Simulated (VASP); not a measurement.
A run of VASP 6.6.1:

INCAR

```
ALGO = Normal
EDIFF = 1E-6
ENCUT = 520
GGA = PE
ISIF = 2
ISMEAR = 0
LASPH = True
LCHARG = False
LREAL = False
LWAVE = False
NBANDS = 10
NELM = 100
PREC = Accurate
SIGMA = 0.1
```

KPOINTS

```
k-points
0
Gamma
  9 9 6
```

File POSCAR:

```
Li
1.0
    3.1110021516      0.0000000000      0.0000000000
   -1.5555010758      2.6942068945      0.0000000000
    0.0000000000      0.0000000000      5.0930000000
Li
2
Direct
    0.3333333333      0.6666666667      0.2500000000
    0.6666666667      0.3333333333      0.7500000000
```

Potentials or basis: VASP PAW PBE potentials, release 64 (Li_sv).

Command:

```console
$ cat potpaw_PBE.64/Li_sv/POTCAR > POTCAR
$ mpirun -np 1 vasp_std > vasp.out
```

Hardware: 1 thread of Intel(R) Xeon(R) Platinum 8559C (Emerald Rapids), on a shared host.

Question: How long does it take, and how much memory?

Answer: Wall time 7.4 s on 1 thread of Intel(R) Xeon(R) Platinum 8559C (Emerald Rapids), with other jobs on the host, peak memory 0.15 GiB. Counts: scf iterations 11, k points 48.
